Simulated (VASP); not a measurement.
The system is HfO2.

```
CELL_PARAMETERS angstrom
3.55802 0.00000 0.00000
0.00000 3.55802 0.00000
0.00000 0.00000 5.17186
ATOMIC_POSITIONS crystal
Hf 0.00000 0.00000 0.00000
Hf 0.50000 0.50000 0.50000
O 0.00000 0.50000 0.19721
O 0.50000 0.00000 0.30279
O 0.50000 0.00000 0.80279
O 0.00000 0.50000 0.69721
```

Measurements of this composition are mostly on another form, of space group No. 14.

| Item | Value |
| --- | --- |
| Program | VASP 6.6.1 |
| Task | relaxation of cell and atoms |
| Functional | LDA |
| Potentials or basis | VASP PAW LDA potentials, release 64 (Hf_pv, O) |
| Cutoff | 600 eV |
| k mesh | 8 × 8 × 4 |
| Occupations | gaussian, width 0.02 eV |
| Spin | no spin polarisation |

At the start: pressure -7.7 GPa; volume 10.91 Å³/atom.

Question: How do energy, volume and symmetry change on relaxing?

Answer: Over 15 steps the energy falls by 10.7 meV/atom and the volume is 10.50 Å³/atom (-3.8 %); space group P4_2/nmc (No. 137, to 0.05 Å).

The path:
```
step  energy change (eV)  largest force (eV/Å)  pressure (GPa)  volume (Å³)
   1              0.0000                0.0002           -7.70        65.47
   2              0.0813                0.4844           14.29        60.63
   3             -0.0470                0.1709           -0.38        63.62
   4             -0.0470                0.1791            0.17        63.53
   5             -0.0471                0.1756            0.01        63.57
   6             -0.0527                0.1507            0.01        63.45
   7             -0.0591                0.1008            0.12        63.16
   8             -0.0631                0.0367           -0.25        63.14
   9             -0.0634                0.0181           -0.35        63.14
  10             -0.0634                0.0147           -0.37        63.14
  11             -0.0637                0.0156            0.49        62.90
  12             -0.0637                0.0165            0.24        62.96
  13             -0.0640                0.0067            0.07        62.95
  14             -0.0640                0.0085            0.08        62.95
  15             -0.0640                0.0008           -0.15        63.00
```

Final structure:
```
Hf O
1.0
     3.52436    0.00000    0.00000
     0.00000    3.52436    0.00000
     0.00000    0.00000    5.07189
Hf O
2 4
Direct
  0.00000 0.00000 0.00000
  0.50000 0.50000 0.50000
  0.00000 0.50000 0.20603
  0.50000 0.00000 0.29397
  0.50000 0.00000 0.79397
  0.00000 0.50000 0.70603
```
